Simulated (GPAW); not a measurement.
MgB2:

```xyz
3
Lattice="3.0850 0.0000 0.0000 -1.5425 2.6717 0.0000 0.0000 0.0000 3.5230" Properties=species:S:1:pos:R:3 pbc="T T T"
Mg    0.0000    0.0000    0.0000
B     1.5425    0.8906    1.7615
B     0.0000    1.7811    1.7615
```

```yaml
Program: GPAW 26.7.0
Task: relaxation of cell and atoms
Functional: SOGGA
Potentials_or_basis: PAW data sets generated in the run's folder for this functional
Cutoff: 800 eV
Basis: pw
k_mesh: 7 × 7 × 5
Occupations: fermi-dirac, width 0.05 eV
Spin: no spin polarisation
```

At the start: pressure -3.7 GPa; volume 9.68 Å³/atom.

Task: Where does the relaxation end?

Result: Over 6 steps the energy falls by 2.5 meV/atom and the volume is 9.45 Å³/atom (-2.4 %); space group P6/mmm (No. 191, to 0.05 Å).

Step by step:
| step | energy change (eV) | largest force (eV/Å) | pressure (GPa) | volume (Å³) |
| --- | --- | --- | --- | --- |
| 1 | 0.0000 | 0.0000 | -3.66 | 29.04 |
| 2 | -0.0018 | 0.0000 | -3.19 | 28.95 |
| 3 | -0.0071 | 0.0000 | 0.03 | 28.35 |
| 4 | -0.0072 | 0.0000 | -0.03 | 28.35 |
| 5 | -0.0074 | 0.0000 | -0.19 | 28.36 |
| 6 | -0.0074 | 0.0000 | -0.10 | 28.34 |

Final structure:
```
Mg B
1.0
     3.06346    0.00000    0.00000
    -1.53173    2.65304    0.00000
     0.00000    0.00000    3.48672
Mg B
1 2
Direct
  0.00000 0.00000 0.00000
  0.66667 0.33333 0.50000
  0.33333 0.66667 0.50000
```

Caveat: later steps reuse the first step's grids.
